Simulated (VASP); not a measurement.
## MgH2: single point with PBE

MgH2:

```xyz
3
Lattice="0.0000 2.3650 2.3650 2.3650 0.0000 2.3650 2.3650 2.3650 0.0000" Properties=species:S:1:pos:R:3 pbc="T T T"
Mg    0.0000    0.0000    0.0000
H     1.1825    1.1825    1.1825
H     3.5474    3.5474    3.5474
```

The cell was built by a generator and needn't be a form met in nature.

- Program: VASP 6.6.1
- Task: single point
- Functional: PBE
- Potentials or basis: VASP PAW PBE potentials, release 64 (Mg, H)
- Cutoff: 520 eV
- k mesh: 8 × 8 × 8
- Occupations: fermi-dirac, width 0.02 eV
- Spin: no spin polarisation
- Dipole correction: no
- Further INCAR settings: ALGO = Normal; EDIFF = 1e-07; NBANDS = 9

```json
{
 "Pressure": "0.5 GPa",
 "Band gap on the k mesh": "none (metal or under the smearing width)"
}
```

Levels at points of the mesh, in eV from the Fermi level:
```
           k point  band 1  band 2  band 3  band 4  band 5
(0.00, 0.00, 0.00)  -10.21    0.81    9.29    9.29    9.29
(0.50, 0.00, 0.00)   -5.90   -5.81    6.73    7.29    8.98
(0.50, 0.50, 0.00)   -5.91   -2.51   -0.49    4.65    4.65
```

Run time: 5.2 s on 1 thread of Intel(R) Xeon(R) 6975P-C (Granite Rapids), with other jobs on the host, peak memory 0.15 GiB.
